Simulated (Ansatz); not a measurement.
C4H10O can be A, `COC(C)C`, or B, `CCCCO`.

Gas-phase electronic energies from Ansatz, PBE0-D4/def2-TZVP geometries. CCSD(T)/CBS is the MP2 limit (def2-TZVPP, def2-QZVPP) plus CCSD(T) − MP2 in def2-TZVPP, frozen cores. DFT in def2-TZVPP. Each species was taken in one conformer, which may not be the lowest.

Which is lower in electronic energy at CCSD(T)/CBS, and by how much? (Estimate.)

Computed: B, by 6.6 kcal/mol.

Give E(B) − E(A) in kcal/mol with CCSD(T)/def2-SVP, CCSD(T)/def2-TZVPP, PBE0-D4, BLYP-D4, LDA (SPW92), B2PLYP, MP2/def2-TZVPP. (Estimate.)

Computed: CCSD(T)/def2-SVP -4.9, CCSD(T)/def2-TZVPP -6.2, PBE0-D4 -6.4, BLYP-D4 -4.3, LDA (SPW92) -5.0, B2PLYP -5.8, MP2/def2-TZVPP -6.8. None reverses the order clearly.

Does the order hold for the free energy at 298.15 K (harmonic terms from PBE0-D4)? (An estimate is asked.)

Computed: Yes: G(B) − G(A) = -6.0 kcal/mol, for one conformer each.

Largest T1 diagnostic: 0.010.

Leaving LDA and LC-ωPBE aside and taking each functional with its dispersion term where it has one, the values, not all of them listed here, spread over 2.6 kcal/mol, from PBE-QIDH to BLYP-D4. LDA lies +1.2 kcal/mol from PBE without D4. At CCSD(T), def2-SVP lies +1.7 kcal/mol from the extrapolated value and def2-TZVPP +0.4 kcal/mol.
